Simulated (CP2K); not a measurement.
CoO:

```xyz
2
Lattice="3.0144 0.0000 0.0000 1.5072 2.6105 0.0000 1.5072 0.8702 2.4612" Properties=species:S:1:pos:R:3 pbc="T T T"
Co    0.0000    0.0000    0.0000
O     3.0144    1.7404    1.2306
```

Base run:

* Program: CP2K 2026.2
* Functional: PBE
* Dispersion: D2
* Potentials or basis: POTENTIAL_UZH Co GTH-PBE-q17, O GTH-PBE-q6; TZVP-MOLOPT-PBE-GTH basis
* Density cutoff: 11565 eV
* k mesh: 11 × 11 × 11
* Occupations: fermi-dirac, width 0.05 eV
* Spin: collinear spin, ferromagnetic start
* Starting moments: [2.0, 0.0] μB

Its results: pressure -1.0 GPa; site moments Co +2.74; O +0.26 μB.

**Question.** The run is repeated on the same cell with these changes: dispersion from D2 to rVV10. What comes out?

**Answer.** Pressure -2.7 GPa; site moments Co +2.74; O +0.26 μB.

Caveats: the basis of atomic orbitals isn't converged, which shifts pressures, moduli and gaps; the total moment is fixed, so each spin has its own Fermi level; a cell with one magnetic atom can't hold antiferromagnetic order, which such compounds often take.
